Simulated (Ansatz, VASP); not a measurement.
# NaCl in VASP and in Ansatz

File INCAR:

```
SYSTEM = NaCl
PREC = Accurate ; ENCUT = 520
EDIFF = 1E-7 ; ISMEAR = 0
SIGMA = 0.05 ; LREAL = .FALSE.
LASPH = .TRUE. ; NELM = 100
ALGO = Normal ; ISIF = 2
LWAVE = .FALSE. ; LCHARG = .FALSE.
NBANDS = 14
```

The input KPOINTS:

```
Automatic mesh
0
G
  6 6 6
  0 0 0
```

POSCAR

```
NaCl
1.0
    3.3621024000      0.0000000000      0.0000000000
    0.0000000000      3.3621024000      0.0000000000
    0.0000000000      0.0000000000      3.7823652000
Na Cl
1 1
Direct
    0.0000000000      0.0000000000      0.0000000000
    0.5000000000      0.5000000000      0.5000000000
```

Input for Ansatz:

```yaml
crystal:
  lattice:
    - [3.3621024, 0.0, 0.0]
    - [0.0, 3.3621024, 0.0]
    - [0.0, 0.0, 3.7823652]
  atoms:
    - { symbol: Na, position: [0.0, 0.0, 0.0] }
    - { symbol: Cl, position: [0.5, 0.5, 0.5] }
basis:
  ecutwfc: 420
kpoints:
  mp_grid: { grid: [6, 6, 6] }
hamiltonian:
  xc: lda
scf:
  occupations: { method: gaussian, width: 0.05 }
output:
  forces: true
  stress: true
  eigenvalues: true
```

Change from the starting cell: strain -0.040 along x and y, +0.080 along z, atoms carried along.

Alike in both runs: task single point; functional LDA; k mesh 6 × 6 × 6; occupations gaussian, width 0.05 eV; no spin polarisation.

|  | VASP | Ansatz |
| --- | --- | --- |
| version | VASP 6.6.1 | Ansatz 0.2.0 |
| potentials or method | VASP PAW LDA potentials, release 64 (Na_pv, Cl) | scalar-relativistic, plane waves, PAW |
| plane-wave cutoff (eV) | 520 | 420 |
| valence electrons in the cell | 14 | 16 |

```tsv
	VASP	Ansatz	Ansatz less VASP
gap on the k mesh at the Fermi level (eV)	3.13	3.12	-0.006
least direct gap on the mesh (eV)	3.57	3.57	-0.007
pressure (GPa)	-2.8	-2.7	+0.04
largest component of the traceless stress (GPa)	5.60	5.60	+0.002
```

The two sets of potentials don't hold the same shells in valence.

A k mesh can miss the band edges.
